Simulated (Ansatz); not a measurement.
Relax this structure to zero stress and force, keeping its symmetry:

```
Zr
1.0
     0.00000    2.26355    2.26355
     2.26355    0.00000    2.26355
     2.26355    2.26355    0.00000
Zr
1
Direct
  0.00000 0.00000 0.00000
```

Method: DFT PBEsol, scalar-relativistic, plane waves, PAW (Ansatz).

Settings: cutoff 420 eV, Γ-centred mesh 16×16×16 on the computed 1-atom cell, Gaussian smearing of 0.10 eV; no spin polarisation.

Question: What does it relax to?

Answer: The volume drops by 0.97 Å³/atom to 22.23 Å³/atom, and the energy falls by 11.9 meV/atom. Final structure:
Space group Fm-3m (No. 225). a = 4.463 Å, b = 4.463 Å, c = 4.463 Å, α = 90.00°, β = 90.00°, γ = 90.00°
| atom | site | symmetry | x | y | z |
| --- | --- | --- | --- | --- | --- |
| Zr | 4a | m-3m | 0.0000 | 0.0000 | 0.0000 |

This fcc form isn't the element's structure at ambient conditions.

Cost: 1 run of about 0.19 core-minutes, on Arm Neoverse V1 (shared hosts).